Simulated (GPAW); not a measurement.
## GaP (F-43m): one start, several treatments of the self-energy

Wanted: the gap of GaP (F-43m) under several approximations, with cost.

Calculated with GPAW 26.7.0; LDA and many-body steps on it, plane waves.

**The experiments to reproduce.**

- Gap 2.25 ± 0.04 eV: optical gap from Tauc plot (fundamental, indirect); spectroscopic ellipsometry, Tauc-Lorentz fit and Tauc plot; 300 K; film (GaP layer on Si reference sample) on Si (“Assessment of GaPSb/Si tandem material association properties for photoelectrochemical cells”, 2020, arxiv:2002.02774).

**1. The starting structure**

The structure is cubic, space group F-43m (No. 216). Conventional cell: a = 5.450 Å, b = 5.450 Å, c = 5.450 Å, α = 90.00°, β = 90.00°, γ = 90.00°. Nearest to Ga lie 4 P at 2.36 Å. Nearest to P lie 4 Ga at 2.36 Å. Farther neighbours are not listed.

Structure file:

```xyz
2
Lattice="0.0000 2.7252 2.7252 2.7252 0.0000 2.7252 2.7252 2.7252 0.0000" Properties=species:S:1:pos:R:3 pbc="T T T"
Ga    0.0000    0.0000    0.0000
P     1.3626    1.3626    1.3626
```

The cell and positions come from the Crystallography Open Database and are kept as given unless a step says otherwise.

**2. Empty states on the mesh, 4×4×4 mesh, 138 bands**

This step: GPAW 26.7.0; DFT, LDA, plane waves, PAW.

The sums over transitions need many empty states on a uniform mesh; this step solves for them.

The input, run.py:

```python
import json
import numpy as np
from gpaw.mpi import world
from gpaw import GPAW

calc = GPAW('gs.gpw').fixed_density(kpts={'size': (4, 4, 4), 'gamma': True},
    parallel={'domain': 1, 'band': 1},
    txt='nscf.txt')
calc.diagonalize_full_hamiltonian(nbands=138)
calc.write('full.gpw', mode='all')
res = {}
kpts = calc.get_ibz_k_points()
res['kpts'] = kpts
res['eigenvalues'] = [calc.get_eigenvalues(kpt=k) for k in range(len(kpts))]
res['n_electrons'] = calc.get_number_of_electrons()

if world.rank == 0:
    with open('result.json', 'w') as f:
        json.dump(res, f, default=lambda x: x.tolist())
```

Started as:

```console
$ mpirun -n 4 gpaw python run.py
```

Numbers of over 12 decimals in the logs are rounded to 6 here.

Output:

```text
Diagonalizing LCAO Hamiltonian
Converting LCAO to pw mode
convergence criteria:
- Maximum integral of absolute [eigenst]ate change: 4e-08 eV^2 / valence electron
maximum number of iterations: 100

SCF iterations
|iter     |     time |      energy | eigst |  dens |
|iter:   1|  |             | +1.06 |       |
|iter:   2|  |             | -0.50 |       |
|iter:   3|  |             | -2.27 |       |
[...]
|iter:   8|  |             | -6.47 |       |
|iter:   9|  |             | -7.21 |       |
|iter:  10|  |             | -8.27c|       |
SCF steps: 10
  __  _  _
 | _ |_)|_||  |
 |__||  | ||/\| - 26.7.0

Input parameters:
  mode=PW(ecut=450.000000),
  convergence={'density': 1e-06, 'bands': -3},
  gpts=array([20, 20, 20]),
  kpts=MonkhorstPack(size=(4, 4, 4), gamma=True),
  maxiter=100,
  nbands=11,
  occupations=Occupations(name='fermi-dirac', width=0.001, fixmagmom=False),
  parallel={'domain': 1, 'band': 1},
  xc=XC(name='LDA')
Matrix size: 893x893
# Writing to full.gpw (mode='all')
  [... matrices ...]

timing:  # [seconds]
  Total: 1.823  # ━━━━━━━━━━━━━━━━━━━━━━━━━━━━━━━━━━━━━━━━━━━━━━━━━━━━━━━━━━━
```

Elapsed: 4.8 s, on 4 MPI ranks of Arm Neoverse V1, shared host; peak memory 0.86 GiB; 19 s of CPU time.

This step gave:

```
gap                                                           : 1.514 eV
k of the valence top                                          : 0, 0, 0
k of the conduction bottom                                    : 0.5, 0.5, 0
least direct gap                                              : 1.687 eV
k points computed                                             : 8
lowest point of the top converged band, above the valence top : 116.5197 eV
```

On this mesh the gap is 1.514 eV.

**3. G0W0, Godby-Needs plasmon pole**

Now the one-shot GW correction: screening in the RPA, then the self-energy of the levels asked for.

This step: G0W0 on LDA, plane waves, PAW.

The input, run.py:

```python
import json
import numpy as np
from gpaw.mpi import world
from gpaw.response.g0w0 import G0W0

gw = G0W0('full.gpw',
    filename='gw',
    kpts=[0, 5],
    bands=(2, 6),
    ecut=125,
    nbands=128,
    integrate_gamma='WS',
    ppa=True)
gw.calculate()
res = {mode: {k: v for k, v in r.items() if k != 'sigma_eskwn'}
       for mode, r in gw.all_results.items()}

if world.rank == 0:
    with open('result.json', 'w') as f:
        json.dump(res, f, default=lambda x: x.tolist())
```

Started as:

```console
$ mpirun -n 4 gpaw python run.py
```

Output:

```text
Using integrator: PointIntegrator
FrequencyGridDescriptor(from 0.000+0.000j to 0.000+27.211j eV, 2 points)
Nonperiodic BCs:  [False False False]
Using integrator: PointIntegrator
FrequencyGridDescriptor(from 0.000+0.000j to 0.000+27.211j eV, 2 points)
Nonperiodic BCs:  [False False False]
  ___  _ _ _
 |   || | | |
 | | || | | |
 |__ ||_____|
 |___|

BZ k-points: Symmetries present (total): 24

  [... matrices ...]
64 k-points: 4 x 4 x 4 Monkhorst-Pack grid + [1/8,1/8,1/8]
8 k-points in the irreducible part of the Brillouin zone
       k-points in crystal coordinates                weights
   0:     0.00000000    0.00000000    0.00000000          1/64
   1:     0.25000000    0.25000000    0.00000000          6/64
   2:     0.25000000    0.25000000    0.25000000          8/64
   3:     0.50000000    0.25000000   -0.25000000          6/64
   4:     0.50000000    0.25000000    0.25000000         12/64
   5:     0.50000000    0.50000000    0.00000000          3/64
   6:     0.50000000    0.50000000    0.25000000         24/64
   7:     0.50000000    0.50000000    0.50000000          4/64

Distributing spins, k-points and bands (1 x 2 x 4) over 4 processes
Number of blocks: 1

Quasi particle states:
k-points (IBZ indices): [0, 5]
Band range: (2, 6)
  [... matrices ...]
Computational parameters:
Plane wave cut-off: 125 eV
Number of bands: 128
Coulomb cutoff: None
Broadening: 0.1 eV

fxc modes: GW
Kernel: RPA
Using Godby-Needs plasmon-pole approximation:
  Fitting energy: i*E0, E0 = 1.000 Hartree
Summing all q:

Calculating screened Coulomb potential
No Coulomb truncation
FrequencyGridDescriptor(from 0.000+0.000j to 0.000+27.211j eV, 2 points)
Removing empty qpoint cache files...

Calculating chi0 body with:
    Ground state adapter containing:
    Number of spins: 1
    Number of kpoints: 64
    Number of irreducible kpoints: 8
    Number of completely occupied states: 4
    Number of partially occupied states: 4
    Occupied states memory: 0.48828125 M / cpu

    Linear response parametrization:
    q_c: [0.0, 0.0, 0.0]
    Number of frequency points: 2
    Planewave cutoff: 125.0
    Number of bands: 128
    Number of planewaves: 137
    Broadening (eta): 1e-06
    comm.size: 4
    kncomm.size: 4
    blockcomm.size: 1

    Memory estimate of potentially large arrays:
        chi0_wGG: 0.572784 M / cpu
Integrating chi0 body.

Symmetries of q_c:
    Direct symmetries (Uq -> q): 24
    Indirect symmetries (TUq -> q): 24
In total 48 allowed symmetries.

  [... matrices ...]
8 groups of equivalent kpoints. 87.5% reduction.

Integral kind: response function
Integrating chi0 head and wings.

Symmetries of q_c:
    Direct symmetries (Uq -> q): 24
    Indirect symmetries (TUq -> q): 24
In total 48 allowed symmetries.

  [... matrices ...]
8 groups of equivalent kpoints. 87.5% reduction.

Integral kind: response function wings

Calculating chi0 body with:
    Ground state adapter containing:
    Number of spins: 1
    Number of kpoints: 64
    Number of irreducible kpoints: 8
    Number of completely occupied states: 4
    Number of partially occupied states: 4
    Occupied states memory: 0.48828125 M / cpu

    Linear response parametrization:
[... the further q-points ...]

Results:
f:      Occupation numbers
eps:     KS-eigenvalues [eV]
vxc:     KS vxc [eV]
exx:     Exact exchange [eV]
sigma:   Self-energies [eV]
dsigma:  Self-energy derivatives
Z:       Renormalization factors
qp:      QP-energies [eV]

k-point 0 (0): (0.000, 0.000, 0.000)                GW
band       f     eps     vxc     exx   sigma  dsigma       Z      qp
                                                                   GW
   2   1.000   4.711 -15.047 -16.628   1.072  -0.289   0.776   4.316
   3   1.000   4.711 -15.047 -16.628   1.072  -0.289   0.776   4.316
   4   0.000   6.398 -15.761 -10.780  -3.878  -0.272   0.786   7.265
   5   0.000   8.546 -12.381  -7.466  -4.111  -0.265   0.790   9.181

k-point 1 (5): (0.500, 0.500, 0.000)                GW
band       f     eps     vxc     exx   sigma  dsigma       Z      qp
                                                                   GW
   2   1.000   2.021 -13.297 -15.901   2.030  -0.307   0.765   1.582
   3   1.000   2.021 -13.297 -15.901   2.030  -0.307   0.765   1.582
   4   0.000   6.224 -10.622  -6.456  -3.813  -0.246   0.803   6.508
   5   0.000   6.422 -11.922  -7.512  -3.807  -0.257   0.796   6.902
```

Elapsed: 19 s, on 4 MPI ranks; peak memory 0.97 GiB; 74 s of CPU time.

Numbers from this step:

- G0W0 gap on the points computed: 2.192 eV
- least direct G0W0 gap on the computed points: 2.949 eV
- Z at the valence top: 0.7759
- Z at the conduction bottom: 0.8029
- starting gap on the mesh: 1.514 eV
- k of the valence top: 0, 0, 0
- k of the conduction bottom: 0.5, 0.5, 0

The gap on the mesh goes from 1.51 eV to 2.19 eV, a correction of +0.68 eV.

**4. G0W0, full frequency, Hilbert transform**

run.py, as its differences from that of step 3:

```diff
@@ -12,3 +12,5 @@
     integrate_gamma='WS',
-    ppa=True)
+    frequencies={'type': 'nonlinear', 'domega0': 0.1, 'omega2': 15.0},
+    eta=0.1,
+    nblocksmax=True)
 gw.calculate()
```

Started as:

```console
$ mpirun -n 4 gpaw python run.py
```

Output:

```text
Using integrator: PointIntegrator
NonLinearFrequencyDescriptor(from 0.000 to 131.630 eV, 285 points)
Nonperiodic BCs:  [False False False]
Using integrator: PointIntegrator
NonLinearFrequencyDescriptor(from 0.000 to 131.630 eV, 285 points)
Nonperiodic BCs:  [False False False]
  ___  _ _ _
 |   || | | |
 | | || | | |
 |__ ||_____|
 |___|

BZ k-points: Symmetries present (total): 24

  [... matrices ...]
64 k-points: 4 x 4 x 4 Monkhorst-Pack grid + [1/8,1/8,1/8]
8 k-points in the irreducible part of the Brillouin zone
       k-points in crystal coordinates                weights
   0:     0.00000000    0.00000000    0.00000000          1/64
   1:     0.25000000    0.25000000    0.00000000          6/64
   2:     0.25000000    0.25000000    0.25000000          8/64
[...]
6:     0.50000000    0.50000000    0.25000000         24/64
   7:     0.50000000    0.50000000    0.50000000          4/64

Distributing spins, k-points and bands (1 x 2 x 4) over 1 process
Number of blocks: 4

Quasi particle states:
k-points (IBZ indices): [0, 5]
Band range: (2, 6)
  [... matrices ...]
Computational parameters:
Plane wave cut-off: 125 eV
Number of bands: 128
Coulomb cutoff: None
Broadening: 0.1 eV

fxc modes: GW
Kernel: RPA
Using full-frequency real axis integration
Summing all q:

Calculating screened Coulomb potential
No Coulomb truncation
NonLinearFrequencyDescriptor(from 0.000 to 131.630 eV, 285 points)
Removing empty qpoint cache files...

Calculating chi0 body with:
    Ground state adapter containing:
    Number of spins: 1
    Number of kpoints: 64
    Number of irreducible kpoints: 8
    Number of completely occupied states: 4
    Number of partially occupied states: 4
    Occupied states memory: 0.48828125 M / cpu

    Linear response parametrization:
    q_c: [0.0, 0.0, 0.0]
    Number of frequency points: 285
    Planewave cutoff: 125.0
    Number of bands: 128
    Number of planewaves: 137
    Broadening (eta): 0.1
    comm.size: 4
    kncomm.size: 1
    blockcomm.size: 4

    Memory estimate of potentially large arrays:
        chi0_wGG: 20.405445 M / cpu
Integrating chi0 body.

Symmetries of q_c:
    Direct symmetries (Uq -> q): 24
    Indirect symmetries (TUq -> q): 24
In total 48 allowed symmetries.

  [... matrices ...]
8 groups of equivalent kpoints. 87.5% reduction.

Integral kind: spectral function
Integrating chi0 head and wings.

Symmetries of q_c:
    Direct symmetries (Uq -> q): 24
    Indirect symmetries (TUq -> q): 24
In total 48 allowed symmetries.

  [... matrices ...]
8 groups of equivalent kpoints. 87.5% reduction.

Integral kind: spectral function wings

Calculating chi0 body with:
    Ground state adapter containing:
    Number of spins: 1
    Number of kpoints: 64
    Number of irreducible kpoints: 8
    Number of completely occupied states: 4
    Number of partially occupied states: 4
    Occupied states memory: 0.48828125 M / cpu

[... the further q-points ...]

Results:
f:      Occupation numbers
eps:     KS-eigenvalues [eV]
vxc:     KS vxc [eV]
exx:     Exact exchange [eV]
sigma:   Self-energies [eV]
dsigma:  Self-energy derivatives
Z:       Renormalization factors
qp:      QP-energies [eV]

k-point 0 (0): (0.000, 0.000, 0.000)                GW
band       f     eps     vxc     exx   sigma  dsigma       Z      qp
                                                                   GW
   2   1.000   4.711 -15.047 -16.628   1.050  -0.303   0.768   4.304
   3   1.000   4.711 -15.047 -16.628   1.050  -0.303   0.768   4.304
   4   0.000   6.398 -15.761 -10.780  -3.864  -0.301   0.769   7.256
[...]
k-point 1 (5): (0.500, 0.500, 0.000)                GW
band       f     eps     vxc     exx   sigma  dsigma       Z      qp
                                                                   GW
[...]
4   0.000   6.224 -10.622  -6.456  -3.776  -0.274   0.785   6.531
   5   0.000   6.422 -11.922  -7.512  -3.779  -0.287   0.777   6.912
```

Run time: 53 s. Hardware: 4 MPI ranks; peak memory 1.3 GiB; 3.5 min of CPU time.

Numbers from this step:

```
G0W0 gap on the points computed              : 2.227 eV
least direct G0W0 gap on the computed points : 2.953 eV
Z at the valence top                         : 0.7677
Z at the conduction bottom                   : 0.7848
starting gap on the mesh                     : 1.514 eV
k of the valence top                         : 0, 0, 0
k of the conduction bottom                   : 0.5, 0.5, 0
```

Against G0W0 in GPAW (4×4×4 mesh, 128 bands, screening to 125 eV, Godby-Needs plasmon pole), the gap moves by +0.036 eV.

**5. G0W0, multipole**

run.py, as its differences from that of step 4:

```diff
@@ -12,5 +12,3 @@
     integrate_gamma='WS',
-    frequencies={'type': 'nonlinear', 'domega0': 0.1, 'omega2': 15.0},
-    eta=0.1,
-    nblocksmax=True)
+    mpa={'npoles': 4, 'wrange': [0, 40], 'varpi': 20.0, 'eta0': 0.01, 'eta_rest': 1.0, 'alpha': 1})
 gw.calculate()
```

Started as:

```console
$ mpirun -n 4 gpaw python run.py
```

Output:

```text
Using integrator: PointIntegrator
FrequencyGridDescriptor(from 0.000+0.010j to 40.000+20.000j eV, 8 points)
Nonperiodic BCs:  [False False False]
Using integrator: PointIntegrator
FrequencyGridDescriptor(from 0.000+0.010j to 40.000+20.000j eV, 8 points)
Nonperiodic BCs:  [False False False]
  ___  _ _ _
 |   || | | |
 | | || | | |
 |__ ||_____|
 |___|

BZ k-points: Symmetries present (total): 24

  [... matrices ...]
64 k-points: 4 x 4 x 4 Monkhorst-Pack grid + [1/8,1/8,1/8]
8 k-points in the irreducible part of the Brillouin zone
[...]
GW
   2   1.000   4.711 -15.047 -16.628   1.085  -0.302   0.768   4.331
   3   1.000   4.711 -15.047 -16.628   1.085  -0.302   0.768   4.331
   4   0.000   6.398 -15.761 -10.780  -3.855  -0.284   0.779   7.274
[...]
k-point 1 (5): (0.500, 0.500, 0.000)                GW
band       f     eps     vxc     exx   sigma  dsigma       Z      qp
                                                                   GW
[...]
4   0.000   6.224 -10.622  -6.456  -3.769  -0.257   0.796   6.541
   5   0.000   6.422 -11.922  -7.512  -3.770  -0.269   0.788   6.926
```

The job ended after 32 s (4 MPI ranks; peak memory 1 GiB; 2.1 min of CPU time).

This step gave:

```yaml
g0w0_gap_on_the_points_computed: 2.210 eV
least_direct_g0w0_gap_on_the_computed_points: 2.944 eV
starting_gap_on_the_mesh: 1.514 eV
k_of_the_valence_top: 0, 0, 0
k_of_the_conduction_bottom: 0.5, 0.5, 0
```

Against G0W0 in GPAW (4×4×4 mesh, 128 bands, screening to 125 eV, Godby-Needs plasmon pole), the gap moves by +0.018 eV.

**6. Side by side**

Times are wall times on 4 MPI ranks of Arm Neoverse V1, shared host, good to a factor of about two.

```tsv
run	mesh	bands	screening cutoff (eV)	DFT gap (eV)	gap on the mesh (eV)	direct (eV)	time
G0W0, Godby-Needs plasmon pole	4×4×4	128	125	1.514	2.192	2.949	19 s
G0W0, full frequency, Hilbert transform	4×4×4	128	125	1.514	2.227	2.953	53 s
G0W0, multipole	4×4×4	128	125	1.514	2.210	2.944	32 s
```

**7. Results**

* G0W0, Godby-Needs plasmon pole: 2.192 eV
* G0W0, full frequency, Hilbert transform: 2.227 eV
* G0W0, multipole: 2.210 eV
* known limits: not at the basis limit; no spin-orbit coupling; coarse k mesh

G0W0, full frequency, Hilbert transform: +0.036 eV against G0W0, Godby-Needs plasmon pole. G0W0, multipole: +0.018 eV against G0W0, Godby-Needs plasmon pole. Against experiment, by G0W0, Godby-Needs plasmon pole: the gap of 2.19 eV lies −0.06 eV from the measured 2.25 ± 0.04 eV (indirect, 300 K, on Si, 2020). These are gaps on the mesh, at modest bands and cutoff. The calculation has static nuclei and no excitons; a measured gap holds zero-point and thermal motion, which mostly lowers it. Bands and cutoff are finite, so the gap is not at the basis limit. The miss can reach some tenths of an eV and take either sign; the mesh is an error of its own. These stock PAW sets were not made for GW; the filled d or f shell of Ga lies in the frozen core, which bears on start and correction. In the G0W0 runs levels were corrected at 2 k points alone, so a gap called «on the mesh» is the least over those, and an edge elsewhere would be missed. The 4×4×4 mesh is coarse for this cell, which bears on the long-range parts of exchange and screening. The many-body steps are scalar-relativistic: spin-orbit coupling is not in them.

[Paths, hosts, dates, memory and timing lines, banners, echoed tables and standing remarks are left out of the program output.]

[Logs are printed without paths, hosts, clocks, repeated set-up lines and the standing remarks that a program may print on its own settings, such as how far it seeks lower states.]

[Runs of the session that timed out or met a known fault of the program may be left out.]

[Hosts, paths, dates, database ids (printed as entryN), source tags and the programs' standing remarks are cut or masked in the printed files.]
